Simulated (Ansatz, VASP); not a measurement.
## Two plane-wave programs on Pd

The input INCAR:

```
SYSTEM = Pd
ALGO = Normal
EDIFF = 1E-6
ENCUT = 520
GGA = PS
ISIF = 2
ISMEAR = -1
ISPIN = 2
LASPH = .True.
LCHARG = .False.
LMAXMIX = 4
LORBIT = 11
LREAL = .False.
LWAVE = .False.
MAGMOM = 0.459 0.459
NBANDS = 21
NELM = 150
PREC = Accurate
SIGMA = 0.05
```

KPOINTS

```
k-points
0
Gamma
  16 16 16
  0 0 0
```

Contents of POSCAR:

```
Pd
1.0
    0.0000000000      2.8435874685      2.8435874685
    2.8435874685      0.0000000000      2.8435874685
    2.8435874685      2.8435874685      0.0000000000
Pd
2
Direct
    0.1250000000      0.1250000000      0.1250000000
    0.8750000000      0.8750000000      0.8750000000
```

Input for Ansatz:

```yaml
crystal:
  lattice:
    - [0.0, 2.8435874685, 2.8435874685]
    - [2.8435874685, 0.0, 2.8435874685]
    - [2.8435874685, 2.8435874685, 0.0]
  atoms:
    - { symbol: Pd, position: [0.125, 0.125, 0.125], spin: 0.459 }
    - { symbol: Pd, position: [0.875, 0.875, 0.875], spin: 0.459 }
hamiltonian:
  xc: pbesol
  pseudopotentials:
    kind: paw
    azcp:
      Pd: "pseudopotentials/Pd.paw.azcp"
basis:
  ecutwfc: 420
  fft_grid_basis: typed
kpoints:
  mp_grid: { grid: [16, 16, 16], shift: [0, 0, 0] }
magnetization:
  spin_polarized: true
scf:
  occupations: { method: fermi_dirac, width: 0.05 }
```

This isn't the form of Pd at room conditions, which is fcc.

Alike in both runs: task single point; functional PBEsol; k mesh 16 × 16 × 16; occupations fermi-dirac, width 0.05 eV; collinear spin.

```csv
,VASP,Ansatz
version,VASP 6.6.1,Ansatz 0.2.0
potentials or method,"VASP PAW PBE potentials, release 64 (Pd)","plane waves (420 eV) with PAW, scalar-relativistic"
plane-wave cutoff (eV),520,420
valence electrons in the cell,20,36
```

```tsv
	VASP	Ansatz	Ansatz less VASP
net moment per atom (μB)	0.49	0.49	+0.001
size of the moment on the site where the two differ most (μB)	0.47	0.47	-0.006
```

Site moments also hang on the region over which each program counts them. The two sets of potentials don't hold the same shells in valence. Ansatz warned: «pseudo_functional_mismatch».
